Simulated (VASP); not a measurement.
# Si (P6/mmm) in VASP: further runs

Runs on Si. Level: PBE. Tasks: single point.

All numbers are computed with VASP 6.6.1; they aren't measurements. Logs are shortened: lines on timing, memory, paths and dates and some standing lists are left out, and cuts for length are marked.

## 1. Starting point

The structure is hexagonal, space group P6/mmm (No. 191). The conventional cell has a = 2.621 Å, b = 2.621 Å, c = 2.466 Å, α = 90.00°, β = 90.00°, γ = 120.00°. Around Si (site symmetry 6/mmm) lie 8 Si at 2.47 to 2.62 Å.

This isn't the form of Si at room conditions, which is diamond.

## 2. Single point, PBE

File INCAR:

```
SYSTEM = Si
ADDGRID  = .FALSE.      
ALGO     = Normal         ! electronic algorithm
EDIFF    = 1E-6           ! SCF threshold, eV
ENCUT    = 460            ! plane-wave cutoff, eV
GGA      = PE             ! functional
ISIF     = 2              ! what is computed and relaxed
ISMEAR   = 0              ! smearing method
LASPH    = .TRUE.         ! aspherical terms in the spheres
LCHARG   = .FALSE.        ! write CHGCAR
LREAL    = .FALSE.        ! projectors in reciprocal space
LWAVE    = .FALSE.        ! write WAVECAR
NBANDS   = 8              ! bands
NELM     = 100            ! most SCF steps
PREC     = Accurate       ! precision mode
SIGMA    = 0.05           ! smearing width, eV
```

File KPOINTS:

```
k-points
0
G
  3 3 2
  0 0 0
```

File POSCAR:

```
Si
1.0
    2.6205428149      0.0000000000      0.0000000000
   -1.3102714075      2.2694566494      0.0000000000
    0.0000000000      0.0000000000      2.4663543900
Si
1
Direct
    0.0000000000      0.0000000000      0.0000000000
```

Potentials or basis: VASP PAW PBE potentials, release 64 (Si).

Launch:

```
$ cat potpaw_PBE.64/Si/POTCAR > POTCAR
$ mpirun -np 1 vasp_std > vasp.out
```

OUTCAR:

```text
SYSTEM = Si
   EDIFF = 1E-6
   ENCUT = 460
   GGA = PE
   ISIF = 2
   ISMEAR = 0
   LASPH = .TRUE.
   LREAL = .FALSE.
   NELM = 100
   PREC = Accurate

 Found      6 irreducible k-points:

 Following reciprocal coordinates:
            Coordinates               Weight
  0.000000  0.000000  0.000000      1.000000
  0.333333  0.000000  0.000000      6.000000
  0.333333  0.333333  0.000000      2.000000
  0.000000  0.000000  0.500000      1.000000
  0.333333  0.000000  0.500000      6.000000
  0.333333  0.333333  0.500000      2.000000
   k-points           NKPTS =      6   k-points in BZ     NKDIM =      6   number of bands    NBANDS=      8
   number of dos      NEDOS =    301   number of ions     NIONS =      1
   total plane-waves  NPLWV =   5832
   dimension x,y,z NGX =    18 NGY =   18 NGZ =   18
   dimension x,y,z NGXF=    36 NGYF=   36 NGZF=   36
   ions per type =               1
   NGX,Y,Z   is equivalent  to a cutoff of  11.42, 11.42, 12.13 a.u.
   NGXF,Y,Z  is equivalent  to a cutoff of  22.84, 22.84, 24.27 a.u.
 SYSTEM =  Si
   PREC   = accura    normal or accurate (medium, high low for compatibility)
   ISTART =      0    job   : 0-new  1-cont  2-samecut
   ICHARG =      2    charge: 1-file 2-atom 10-const
   ISPIN  =      1    spin polarized calculation?
   LNONCOLLINEAR =      F non collinear calculations
   LSORBIT =      F    spin-orbit coupling
   LASPH  =      T    aspherical Exc in radial PAW
   ENCUT  =  460.0 eV  33.81 Ry    5.81 a.u.   4.58  4.58  4.31*2*pi/ulx,y,z
   NELM   =    100;   NELMIN=  2; NELMDL= -5     # of ELM steps
   EDIFF  = 0.1E-05   stopping-criterion for ELM
   LREAL  =      F    real-space projection
   EDIFFG = 0.1E-04   stopping-criterion for IOM
   NSW    =      0    number of steps for IOM
   IBRION =     -1    ionic relax: 0-MD 1-quasi-New 2-CG
   NFREE  =      0    steps in history (QN), initial steepest desc. (CG)
   ISIF   =      2    stress and relaxation
   ISYM   =      2    0-nonsym 1-usesym 2-fastsym
   POTIM  = 0.5000    time-step for ionic-motion
   TEBEG  =    0.0;   TEEND  =   0.0 temperature during run
   PSTRESS=    0.0 pullay stress
   NELECT =       4.0000    total number of electrons
   NUPDOWN=      -1.0000    fix difference up-down
   EMIN   =  10.00;   EMAX   =-10.00  energy-range for DOS
   EFERMI =   0.00;   METHOD = LEGACY
   ISMEAR =     0;   SIGMA  =   0.05  broadening in eV -4-tet -1-fermi 0-gaus
   EFERMI_NEDOS =   21; number of points for ismear=-14 and -15
   IALGO  =     38    algorithm
   IMIX   =      4    mixing-type and parameters
     AMIX     =   0.40;   BMIX     =  1.00
     AMIX_MAG =   1.60;   BMIX_MAG =  1.00
  volume/ion in A,a.u.               =      14.67        98.98
  Fermi-wavevector in a.u.,A,eV,Ry     =   1.061627  2.006184 15.334472  1.127052
  Thomas-Fermi vector in A             =   2.197050
   LORBIT       =      0    0 simple, 1 ext, 2 COOP (PROOUT), +10 PAW based schemes
   GGA     = PE    functional components
   LHFCALC =     F    Hartree Fock is set to
   AEXX    =    0.0000 exact exchange contribution
   IVDW    =     0    specifies the selected vdW correction
   LEPSILON=     F    determine dielectric tensor
   LRPA    =     F    only Hartree local field effects (RPA)
 non-spin polarized calculation
 Gauss-broadening in eV      SIGMA  =   0.05
  energy-cutoff  :      460.00
  volume of cell :       14.67
 maximum number of plane-waves:       338
 NGX is ok and might be reduce to    18
   NGX =  9   NGY =  9   NGZ =  9

 number of electron       4.0000000 magnetization

 Free energy of the ion-electron system (eV)
  ---------------------------------------------------
  ext. energy  EPLUGINS =         0.00000000
  ---------------------------------------------------
  free energy    TOTEN  =        -5.48590674 eV

  energy without entropy =       -5.47753604  energy(sigma->0) =       -5.48172139

 E-fermi :   8.7820     XC(G=0): -11.0856

 val. band max:        8.7569721581   @ k =   0.3333   0.3333   0.5000
 cond. band min:       8.7937683671   @ k =   0.3333   0.3333   0.5000
 fundamental gap:      0.0367962090
 Fermi energy:         8.7820088615

 k-point     1 :       0.0000    0.0000    0.0000
  band No.  band energies     occupation
      1      -4.4743      2.00000
      2      17.2116      0.00000
      3      17.6950      0.00000
      4      20.0272      0.00000
      5      20.0272      0.00000
      6      21.8972      0.00000
      7      21.8972      0.00000
      8      27.2680      0.00000

 k-point     2 :       0.3333    0.0000    0.0000
  band No.  band energies     occupation
      1      -1.3798      2.00000
      2       7.6254      2.00000
      3      15.4708      0.00000
      4      16.7262      0.00000
      5      20.2714      0.00000
      6      23.9079      0.00000
      7      28.2885      0.00000
      8      31.6420      0.00000

 k-point     3 :       0.3333    0.3333    0.0000
  band No.  band energies     occupation
      1       4.0057      2.00000
      2       5.0478      2.00000
      3       5.0478      2.00000
      4      23.6137      0.00000
      5      25.1605      0.00000
      6      26.9944      0.00000
      7      26.9944      0.00000
      8      29.5343      0.00000

 k-point     4 :       0.0000    0.0000    0.5000
  band No.  band energies     occupation
      1       0.3508      2.00000
      2       2.5406      2.00000
      3      23.5956      0.00000
      4      23.5956      0.00000
      5      24.6118      0.00000
      6      24.6118      0.00000
      7      26.2964      0.00000
      8      26.2964      0.00000

 k-point     5 :       0.3333    0.0000    0.5000
  band No.  band energies     occupation
      1       3.4058      2.00000
      2       5.3604      2.00000
      3      12.2495      0.00000
      4      14.8911      0.00000
      5      19.0430      0.00000
      6      22.6709      0.00000
      7      22.8683      0.00000
      8      26.5934      0.00000

 k-point     6 :       0.3333    0.3333    0.5000
  band No.  band energies     occupation
      1       8.7570      1.52114
      2       8.7938      0.73943
      3       8.7938      0.73943
      4      10.6657      0.00000
      5      13.5379      0.00000
      6      13.5379      0.00000
      7      32.3174      0.00000
      8      32.3174      0.00000

------------------------ aborting loop because EDIFF is reached ----------------------------------------

  FORCE on cell =-STRESS in cart. coord.  units (eV):
  Direction    XX          YY          ZZ          XY          YZ          ZX
  --------------------------------------------------------------------------------------
  -------------------------------------------------------------------------------------
  Total        0.7329279      0.7329279     -2.7926852     -0.0000000      0.0000000      0.0000000
  in kB       80.0577140     80.0577140   -305.0450131     -0.0000000      0.0000000      0.0000000
  external PRESSURE =     -48.3098617 kB  Pullay stress =       0.0000000 kB

 VOLUME and BASIS-vectors are now :
 -----------------------------------------------------------------------------
  energy-cutoff  :      460.00
  volume of cell :       14.67
      direct lattice vectors                 reciprocal lattice vectors
     2.620542815  0.000000000  0.000000000     0.381600329  0.220317053  0.000000000
    -1.310271407  2.269456649  0.000000000     0.000000000  0.440634105  0.000000000
     0.000000000  0.000000000  2.466354390     0.000000000  0.000000000  0.405456736

 POSITION                                       TOTAL-FORCE (eV/Angst)
 -----------------------------------------------------------------------------------
      0.00000      0.00000      0.00000         0.000000      0.000000      0.000000
 -----------------------------------------------------------------------------------
    total drift:                               -0.000000      0.000000      0.000000

  FREE ENERGIE OF THE ION-ELECTRON SYSTEM (eV)
  ---------------------------------------------------
  free  energy   TOTEN  =        -5.4859067435 eV

  energy  without entropy=       -5.4775360424  energy(sigma->0) =       -5.48172139
```

Wall time 5.4 s (1 thread of Intel Xeon Platinum 8488C (Sapphire Rapids), shared host); peak memory 0.1 GiB.

These settings aren't checked as converged: the numbers below hold their error.

Results:

```yaml
Free_energy: -5.4859 eV
Pressure: -4.8 GPa
Band_gap_on_the_k_mesh: none (metal or under the smearing width)
```

Caveat: the k mesh is coarse (spacing up to 1.27 Å⁻¹), so the values aren't converged.

## 3. Single point, PBE

INCAR, as its differences from that of step 2:

```diff
@@ -4,3 +4,3 @@
 EDIFF    = 1E-6           ! SCF threshold, eV
-ENCUT    = 460            ! plane-wave cutoff, eV
+ENCUT    = 520            ! plane-wave cutoff, eV
 GGA      = PE             ! functional
```

KPOINTS is that of step 2.

POSCAR is that of step 2.

Potentials or basis: VASP PAW PBE potentials, release 64 (Si).

Launch:

```
$ cat potpaw_PBE.64/Si/POTCAR > POTCAR
$ mpirun -np 1 vasp_std > vasp.out
```

It took 5.8 s on 1 thread of Intel Xeon Platinum 8488C (Sapphire Rapids), shared host; peak memory 0.11 GiB.

These settings aren't checked as converged: the numbers below hold their error.

Results:

- Free energy: -5.4859 eV
- Pressure: -4.8 GPa
- Band gap on the k mesh: none (metal or under the smearing width)

Caveat: the k mesh is coarse (spacing up to 1.27 Å⁻¹), so the values aren't converged.

## 4. Single point, PBE

INCAR, as its differences from that of step 3:

```diff
@@ -4,3 +4,3 @@
 EDIFF    = 1E-6           ! SCF threshold, eV
-ENCUT    = 520            ! plane-wave cutoff, eV
+ENCUT    = 280            ! plane-wave cutoff, eV
 GGA      = PE             ! functional
```

File KPOINTS:

```
k-points
0
G
  4 4 3
  0 0 0
```

POSCAR is that of step 3.

Launch:

```
$ cat potpaw_PBE.64/Si/POTCAR > POTCAR
$ mpirun -np 1 vasp_std > vasp.out
```

Wall time 3.7 s (1 thread of Intel Xeon Platinum 8488C (Sapphire Rapids), shared host); peak memory 0.1 GiB.

The run converged, but some of its settings lie outside the range that counts as converged, so its numbers aren't taken as properties of the crystal.

Results:

```
Free energy            : -4.8764 eV
Band gap on the k mesh : none (metal or under the smearing width)
```

Caveat: the k mesh is coarse (spacing up to 0.85 Å⁻¹), so the values aren't converged; the cutoff is under 1.25 times the usual one of these potentials, so pressure, stress and relaxed cells hold a basis-set (Pulay) error.

## 5. Single point, PBE

INCAR, as its differences from that of step 4:

```diff
@@ -4,3 +4,3 @@
 EDIFF    = 1E-6           ! SCF threshold, eV
-ENCUT    = 280            ! plane-wave cutoff, eV
+ENCUT    = 650            ! plane-wave cutoff, eV
 GGA      = PE             ! functional
```

File KPOINTS:

```
k-points
0
G
  3 3 2
  0 0 0
```

POSCAR is that of step 4.

Launch:

```
$ cat potpaw_PBE.64/Si/POTCAR > POTCAR
$ mpirun -np 1 vasp_std > vasp.out
```

Wall time 4.6 s (1 thread of Intel Xeon Platinum 8488C (Sapphire Rapids), shared host); peak memory 0.12 GiB.

The run converged, but some of its settings lie outside the range that counts as converged, so its numbers aren't taken as properties of the crystal.

What came out:

```
Free energy            : -5.4860 eV
Pressure               : -4.8 GPa
Band gap on the k mesh : none (metal or under the smearing width)
```

Caveat: the k mesh is coarse (spacing up to 1.27 Å⁻¹), so the values aren't converged.

## 6. Single point, PBE

INCAR, as its differences from that of step 5:

```diff
@@ -4,3 +4,3 @@
 EDIFF    = 1E-6           ! SCF threshold, eV
-ENCUT    = 650            ! plane-wave cutoff, eV
+ENCUT    = 340            ! plane-wave cutoff, eV
 GGA      = PE             ! functional
```

File KPOINTS:

```
k-points
0
G
  4 4 3
  0 0 0
```

POSCAR is that of step 5.

Potentials or basis: VASP PAW PBE potentials, release 64 (Si).

Launch:

```
$ cat potpaw_PBE.64/Si/POTCAR > POTCAR
$ mpirun -np 1 vasp_std > vasp.out
```

Wall time 4 s (1 thread of Intel Xeon Platinum 8488C (Sapphire Rapids), shared host); peak memory 0.1 GiB.

These settings aren't checked as converged: the numbers below hold their error.

What came out:

```
Free energy            : -4.8835 eV
Pressure               : 3.8 GPa
Band gap on the k mesh : none (metal or under the smearing width)
```

Caveat: the k mesh is coarse (spacing up to 0.85 Å⁻¹), so the values aren't converged.

## 7. For comparison

An earlier run on the cell as given: functional PBEsol; potentials or basis VASP PAW PBE potentials, release 64 (Si); cutoff 520 eV; k mesh 12 × 12 × 11; occupations fermi-dirac, width 0.05 eV; no spin polarisation.

- Pressure: 0.7 GPa
- Band gap on the k mesh: none (metal or under the smearing width)
